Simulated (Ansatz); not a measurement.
Trial structure of InGa2P3, not yet relaxed:

```cif
data_structure
_symmetry_space_group_name_H-M 'I4/mmm'
_symmetry_Int_Tables_number 139
_cell_length_a 3.8674
_cell_length_b 3.8674
_cell_length_c 16.4080
_cell_angle_alpha 90.000
_cell_angle_beta 90.000
_cell_angle_gamma 90.000
_cell_volume 245.41
loop_
_atom_site_label
_atom_site_type_symbol
_atom_site_symmetry_multiplicity
_atom_site_Wyckoff_symbol
_atom_site_fract_x
_atom_site_fract_y
_atom_site_fract_z
_atom_site_occupancy
In1 In 2 a 0.00000 0.00000 0.00000 1
Ga1 Ga 4 e 0.50000 0.50000 0.16667 1
P1 P 4 e 0.00000 0.00000 0.16667 1
P2 P 2 b 0.50000 0.50000 0.00000 1
```

Computed with DFT PBE, scalar-relativistic, plane waves, PAW in Ansatz 0.2.0. Cutoff 420 eV; k points 6×6×6 on the computed 6-atom cell (Γ-centred); Gaussian smearing, width 0.10 eV; no spin polarisation.

Formation energies are uncorrected and refer to the elements' standard structures at the same level. The references include black phosphorus.

Task: How far from equilibrium is it?

Result: The pressure is -5.9 GPa (the mean over three directions, positive in compression), the largest force is 0.43 eV/Å, and the energy is +0.06 eV/atom against the elements. The shortest distance is 2.73 Å.

Task: How much does it gain on relaxing, and where does it end?

Result: Relaxing gains under 0.1 eV/atom (the start's value is from the coarse mesh, so the gain is rough) in 9 ionic steps and ends at +0.02 eV/atom on the finer mesh. The symmetry stays I4/mmm (No. 139). The volume per atom shrinks by 8.8 %, from 20.5 to 18.6 Å³. The shortest distance goes from 2.73 Å (Ga–P and In–P) to 2.54 Å (Ga–P). Conventional cell: a = 3.758 Å, c = 15.842 Å. Around In lie 6 P at 2.66–2.73 Å; Ga has 6 P at 2.54–2.66 Å; around P on a site of symmetry 4mm lie 5 Ga at 2.54–2.66 Å and 1 In at 2.73 Å; 1 more site not described.

The last run used a 14×14×14 mesh for its 6-atom cell and Gaussian smearing of 0.10 eV. For metals, differences of a few meV/atom aren't resolved. The reference form of P is held partly by dispersion forces, which this level lacks. The relaxation can't lower the symmetry of the start. A structure relaxed within its symmetry needn't be a true minimum. Another cell of InGa2P3 relaxed alike, in P3m1, lies 0.36 eV/atom lower, so this cell isn't the stable form at this level.
